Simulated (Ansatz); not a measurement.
## GaSb: single point with PBE

**The experiment to reproduce.**

From a printed reference work, data compilation, for a bulk crystal of GaSb at 4.2 K: band gap 0.811 eV (direct).

Crystal: GaSb.

```
Sb Ga
1.0
     0.00000    3.05900    3.05900
     3.05900    0.00000    3.05900
     3.05900    3.05900    0.00000
Sb Ga
1 1
Direct
  0.75000 0.75000 0.75000
  0.00000 0.00000 0.00000
```

```json
{
 "Program": "Ansatz 0.2.0",
 "Task": "single point",
 "Functional": "PBE",
 "Potentials or basis": "Ansatz PAW",
 "Cutoff": "420 eV (not typed: the program's choice for these potentials)",
 "k mesh": "8 × 8 × 8",
 "Occupations": "gaussian, width 0.029 eV",
 "Spin": "no spin polarisation"
}
```

| Quantity | Value |
| --- | --- |
| Pressure | 2.3 GPa |
| Band gap on the k mesh | 0.03 eV, direct |

Levels at points of the mesh, in eV from the valence-band top:
| k point | band 12 | band 13 | band 14 | band 15 | band 16 | band 17 |
| --- | --- | --- | --- | --- | --- | --- |
| (0.00, 0.00, 0.00) | 0.00 | 0.00 | 0.00 | 0.03 | 2.79 | 2.79 |
| (0.00, 0.00, -0.50) | -6.36 | -1.15 | -1.15 | 0.41 | 3.76 | 3.76 |
| (0.00, -0.50, -0.50) | -6.80 | -2.57 | -2.57 | 0.92 | 1.26 | 8.72 |

It took 2.4 s on 2 threads of Intel(R) Xeon(R) Processor @ 2.70GHz, with other jobs on the host, peak memory 0.37 GiB.

Against the measured gap of GaSb, 0.811 eV (direct; 4.2 K; a printed reference work, data compilation), the calculated 0.03 eV is off by -0.78 eV. Spin-orbit coupling on Ga, Sb is left out. The value is that of PBE on a finite k mesh, which can miss the band edges, without temperature or zero-point motion. Semilocal functionals fall short of measured gaps as a rule.

Caveat: spin-orbit coupling is left out, which moves the levels of the heavy elements.
